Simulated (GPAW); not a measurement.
## AgCl and the effect of the Hubbard U on Ag d

```xyz
2
Lattice="0.0000 2.7350 2.7350 2.7350 0.0000 2.7350 2.7350 2.7350 0.0000" Properties=species:S:1:pos:R:3 pbc="T T T"
Ag    0.0000    0.0000    0.0000
Cl    2.7350    2.7350    2.7350
```

Kept alike: task band structure; functional PBEsol; k mesh 8 × 8 × 8; occupations fermi-dirac, width 0.05 eV; no spin polarisation. Program: GPAW, PAW data sets generated for this functional, cutoff 600 eV. The mesh is that of the run's cell of 2 atoms. No spin-orbit coupling.

```csv
"Hubbard U on Ag d, U (eV)",band gap (eV),pressure (GPa)
0,0.704,-0.58
1,0.926,-0.38
2,1.141,-0.18
3,1.348,0.01
4,1.547,0.19
6,1.914,0.51
8,2.239,0.80
```

Pressure is positive in compression; the values hold the error of the finite cutoff, so their zero can differ a little from the energy's minimum. U acts here on a shell without spin polarisation. How U acts hangs on the program's projectors. Gaps are the smaller of the mesh's and the band path's.

Question: What does the Hubbard U on Ag d change here?

Answer: The band gap rises from 0.704 to 2.239 eV between 0 and 8 eV. U pushes filled shell states down and empty ones up. The mean slope is +0.19 eV per eV of U. Measured: 3.249 eV (a printed reference work); nearest 8, 1.010 eV off. Semilocal gaps fall short of quasiparticle gaps. The pressure rises from -0.58 to 0.80 GPa between 0 and 8 eV. U localises the shell and weakens its bonds, so the cell pushes outwards.
